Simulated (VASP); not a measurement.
# Si3Ge (P-4m2) in VASP: density of states with PBE

Aim: the density of states of Si3Ge with PBE.

Program: VASP 6.6.1. These are calculated values, not measurements. Logs are shortened: lines on timing, memory, paths and dates and some standing lists are left out, and cuts for length are marked.

## Step 1: The crystal as given

Symmetry: P-4m2, No. 115, tetragonal system. Conventional cell: a = 3.912 Å, b = 3.912 Å, c = 5.528 Å, α = 90.00°, β = 90.00°, γ = 90.00°. Si (site symmetry -4m2) is surrounded by 4 Si at 2.38 Å. Around Si (site symmetry 2mm) lie 2 Si at 2.38 Å and 2 Ge at 2.41 Å. Ge (site symmetry -4m2) is surrounded by 4 Si at 2.41 Å.

The cell was built by a generator and needn't be a form met in nature.

## Step 2: Density of states, PBE

Contents of POSCAR:

```
Si3Ge                                   
1.0
    3.9116435578      0.0000000000      0.0000000000
    0.0000000000      3.9116435578      0.0000000000
    0.0000000000      0.0000000000      5.5284497209
  Si              Ge            
     3     1
Direct
     0.5000000000000000    0.5000000000000000    0.5000000000000000
     0.5000000000000000    0.0000000000000000    0.7441254460097427
     1.0000000000000000    0.5000000000000000    0.2558745539902572
     0.0000000000000000    0.0000000000000000    0.0000000000000000
```

Contents of INCAR.step1:

```
PREC = Accurate
ENCUT = 520
EDIFF = 1E-6
ISMEAR = 0
SIGMA = 0.1
LREAL = False
LASPH = True
NELM = 100
ALGO = Normal
ISIF = 2
LWAVE = False
LCHARG = True
GGA = PE
KPAR = 4
```

Contents of KPOINTS.step1:

```
Automatic mesh
0
Gamma
  10 10 6
```

Contents of INCAR.step2:

```
PREC = Accurate
ENCUT = 520
EDIFF = 1E-6
ISMEAR = -5
SIGMA = 0.1
LREAL = False
LASPH = True
NELM = 100
ALGO = Normal
ISIF = 2
LWAVE = False
LCHARG = False
GGA = PE
LORBIT = 11
KPAR = 4
NEDOS = 2001
ICHARG = 11
```

Contents of KPOINTS.step2:

```
Automatic mesh
0
Gamma
  15 15 9
```

Potentials or basis: VASP PAW PBE potentials, release 64 (Si, Ge_d).

Started as:

```bash
$ cat potpaw_PBE.64/Si/POTCAR potpaw_PBE.64/Ge_d/POTCAR > POTCAR
$ cp INCAR.step1 INCAR
$ cp KPOINTS.step1 KPOINTS
$ mpirun -np 4 vasp_std > vasp.out
$ cp INCAR.step2 INCAR
$ cp KPOINTS.step2 KPOINTS
$ mpirun -np 4 vasp_std > vasp.out
```

OUTCAR:

```text
PREC = Accurate
   ENCUT = 520
   EDIFF = 1E-6
   ISMEAR = -5
   LREAL = False
   LASPH = True
   NELM = 100
   ISIF = 2
   GGA = PE
   LORBIT = 11
   ICHARG = 11

 ion  position               nearest neighbor table
   1  0.500  0.500  0.500-   2 2.38   3 2.38   2 2.38   3 2.38
   2  0.500  0.000  0.744-   1 2.38   1 2.38   4 2.41   4 2.41
   3  0.000  0.500  0.256-   1 2.38   1 2.38   4 2.41   4 2.41
   4  0.000  0.000  0.000-   2 2.41   3 2.41   3 2.41   2 2.41

  LATTYP: Found a simple tetragonal cell.
 ALAT       =     3.9116435578
 C/A-ratio  =     1.4133316697

  Lattice vectors:

 A1 = (   3.9116435578,   0.0000000000,   0.0000000000)
 A2 = (   0.0000000000,   3.9116435578,   0.0000000000)
 A3 = (   0.0000000000,   0.0000000000,   5.5284497209)

Analysis of symmetry for initial positions (statically):
=====================================================================
 Subroutine PRICEL returns:
 Original cell was already a primitive cell.

 Routine SETGRP: Setting up the symmetry group for a
 simple tetragonal supercell.

 Subroutine GETGRP returns: Found  8 space group operations
 (whereof  8 operations were pure point group operations)
 out of a pool of 16 trial point group operations.

The static configuration has the point symmetry D_2d.

Analysis of symmetry for dynamics (positions and initial velocities):
=====================================================================
 Subroutine PRICEL returns:
 Original cell was already a primitive cell.

 Routine SETGRP: Setting up the symmetry group for a
 simple tetragonal supercell.

 Subroutine GETGRP returns: Found  8 space group operations
 (whereof  8 operations were pure point group operations)
 out of a pool of 16 trial point group operations.

The dynamic configuration has the point symmetry D_2d.

 Subroutine INISYM returns: Found  8 space group operations
 (whereof  8 operations are pure point group operations),
 and found     1 'primitive' translations

----------------------------------------------------------------------------------------

                                     Primitive cell

  volume of cell :      84.5906

  direct lattice vectors                    reciprocal lattice vectors
     3.911643558  0.000000000  0.000000000     0.255647015  0.000000000  0.000000000
     0.000000000  3.911643558  0.000000000     0.000000000  0.255647015  0.000000000
     0.000000000  0.000000000  5.528449721     0.000000000  0.000000000  0.180882535

[... 101 lines left out ...]
   NUPDOWN=      -1.0000    fix difference up-down
   EMIN   =  10.00;   EMAX   =-10.00  energy-range for DOS
   EFERMI =   0.00;   METHOD = LEGACY
   ISMEAR =    -5;   SIGMA  =   0.10  broadening in eV -4-tet -1-fermi 0-gaus
   EFERMI_NEDOS =   21; number of points for ismear=-14 and -15
   IALGO  =     38    algorithm
   IMIX   =      4    mixing-type and parameters
     AMIX     =   0.40;   BMIX     =  1.00
     AMIX_MAG =   1.60;   BMIX_MAG =  1.00
  volume/ion in A,a.u.               =      21.15       142.71
  Fermi-wavevector in a.u.,A,eV,Ry     =   1.104821  2.087809 16.607676  1.220630
  Thomas-Fermi vector in A             =   2.241299
   LORBIT       =     11    0 simple, 1 ext, 2 COOP (PROOUT), +10 PAW based schemes
   GGA     = PE    functional components
   LHFCALC =     F    Hartree Fock is set to
   AEXX    =    0.0000 exact exchange contribution
   IVDW    =     0    specifies the selected vdW correction
   LEPSILON=     F    determine dielectric tensor
   LRPA    =     F    only Hartree local field effects (RPA)
 non-spin polarized calculation
 Fermi weights with tetrahedron method with Bloechl corrections
  energy-cutoff  :      520.00
  volume of cell :       84.59
 maximum number of plane-waves:      2303
 NGX is ok and might be reduce to    30

 number of electron      26.0000024 magnetization

 Free energy of the ion-electron system (eV)
  ---------------------------------------------------
  ext. energy  EPLUGINS =         0.00000000
  ---------------------------------------------------
  free energy    TOTEN  =       -20.73755087 eV

  energy without entropy =      -20.73755087  energy(sigma->0) =      -20.73755087

 E-fermi :   5.3809     XC(G=0):  -9.4611

 val. band max:        5.3779674364   @ k =   0.0000   0.0000   0.0000
 cond. band min:       5.8094832191   @ k =   0.4667   0.4667   0.0000
 fundamental gap:      0.4315157827
 Fermi energy:         5.3808844763

 k-point     1 :       0.0000    0.0000    0.0000
  band No.  band energies     occupation
      1     -18.8332      2.00000
      2     -18.8234      2.00000
      3     -18.8234      2.00000
      4     -18.8030      2.00000
      5     -18.8002      2.00000
      6      -6.6546      2.00000
[... 457 lines left out ...]
      4     -18.8027      2.00000
      5     -18.8002      2.00000
      6      -5.4168      2.00000
[... 9 lines left out ...]
     16       9.1941      0.00000
     17       9.5217      0.00000

 [... further k-points ...]

------------------------ aborting loop because EDIFF is reached ----------------------------------------

  FORCE on cell =-STRESS in cart. coord.  units (eV):
  Direction    XX          YY          ZZ          XY          YZ          ZX
  --------------------------------------------------------------------------------------
  -------------------------------------------------------------------------------------
  Total       -0.0436506     -0.0436506     -0.0153060      0.0000000     -0.0000000      0.0000000
  in kB       -0.8267593     -0.8267593     -0.2899023      0.0000000     -0.0000000      0.0000000
  external PRESSURE =      -0.6478069 kB  Pullay stress =       0.0000000 kB

 VOLUME and BASIS-vectors are now :
 -----------------------------------------------------------------------------
  energy-cutoff  :      520.00
  volume of cell :       84.59
      direct lattice vectors                 reciprocal lattice vectors
     3.911643558  0.000000000  0.000000000     0.255647015  0.000000000  0.000000000
     0.000000000  3.911643558  0.000000000     0.000000000  0.255647015  0.000000000
     0.000000000  0.000000000  5.528449721     0.000000000  0.000000000  0.180882535

 POSITION                                       TOTAL-FORCE (eV/Angst)
 -----------------------------------------------------------------------------------
      1.95582      1.95582      2.76422         0.000000     -0.000000      0.000000
      1.95582      0.00000      4.11386        -0.000000      0.000000      0.003432
      0.00000      1.95582      1.41459         0.000000      0.000000     -0.003432
      0.00000      0.00000      0.00000         0.000000      0.000000      0.000000
 -----------------------------------------------------------------------------------
    total drift:                               -0.000000     -0.000000     -0.000000

  FREE ENERGIE OF THE ION-ELECTRON SYSTEM (eV)
  ---------------------------------------------------
  free  energy   TOTEN  =       -20.7375508670 eV

  energy  without entropy=      -20.7375508670  energy(sigma->0) =      -20.73755087

 total charge

# of ion       s       p       d       tot
------------------------------------------
    1        0.751   0.920   0.000   1.671
    2        0.757   0.902   0.000   1.659
    3        0.757   0.902   0.000   1.659
    4        1.111   1.326  10.026  12.463
--------------------------------------------------
tot          3.376   4.051  10.026  17.452
```

OUTCAR.step1:

```text
PREC = Accurate
   ENCUT = 520
   EDIFF = 1E-6
   ISMEAR = 0
   LREAL = False
[... 711 lines left out ...]
      1.95582      1.95582      2.76422         0.000000      0.000000      0.000000
      1.95582      0.00000      4.11386         0.000000     -0.000000      0.001017
      0.00000      1.95582      1.41459         0.000000     -0.000000     -0.001017
      0.00000      0.00000      0.00000        -0.000000     -0.000000      0.000000
 -----------------------------------------------------------------------------------
    total drift:                               -0.000000     -0.000000     -0.000000

  FREE ENERGIE OF THE ION-ELECTRON SYSTEM (eV)
  ---------------------------------------------------
  free  energy   TOTEN  =       -20.7354655562 eV

  energy  without entropy=      -20.7354579176  energy(sigma->0) =      -20.73546174
```

Run time: 26 s. Hardware: 4 MPI ranks of Intel Xeon 6975P-C (Granite Rapids), shared host; peak memory 0.36 GiB.

Results:

```
Valence electrons inside the program's atomic spheres : Si 1.67, 1.66; Ge 12.46
```

Levels at points of the mesh, in eV from the valence-band top:
```csv
k point,band 9,band 10,band 11,band 12,band 13,band 14,band 15,band 16,band 17
"(0.00, 0.00, 0.00)",-2.87,-2.87,-0.05,0.00,0.00,0.68,0.84,2.25,2.54
```

States per cell in windows of 1 eV (zero at the valence-band top; states under -8 eV left out):
```
from (eV)  total  Ge4_p  Si1_p  Si2_p  Si3_p  Si2_s  Si3_s
     -8.0   0.68   0.03   0.03   0.01   0.01   0.09   0.09
     -7.0   1.70   0.09   0.07   0.05   0.05   0.16   0.16
     -6.0   0.76   0.05   0.03   0.03   0.03   0.06   0.06
     -5.0   0.84   0.07   0.06   0.05   0.05   0.03   0.03
     -4.0   2.25   0.25   0.18   0.17   0.17   0.03   0.03
     -3.0   2.90   0.35   0.27   0.26   0.26   0.02   0.02
     -2.0   2.26   0.35   0.20   0.22   0.22   0.01   0.01
     -1.0   0.59   0.10   0.05   0.06   0.06   0.00   0.00
      0.0   0.14   0.00   0.00   0.01   0.01   0.00   0.00
      1.0   1.74   0.07   0.06   0.07   0.07   0.06   0.06
      2.0   2.62   0.13   0.11   0.12   0.12   0.09   0.09
      3.0   2.70   0.19   0.13   0.14   0.14   0.05   0.05
      4.0   0.79   0.05   0.04   0.04   0.04   0.01   0.01
      5.0   0.00   0.00   0.00   0.00   0.00   0.00   0.00
```
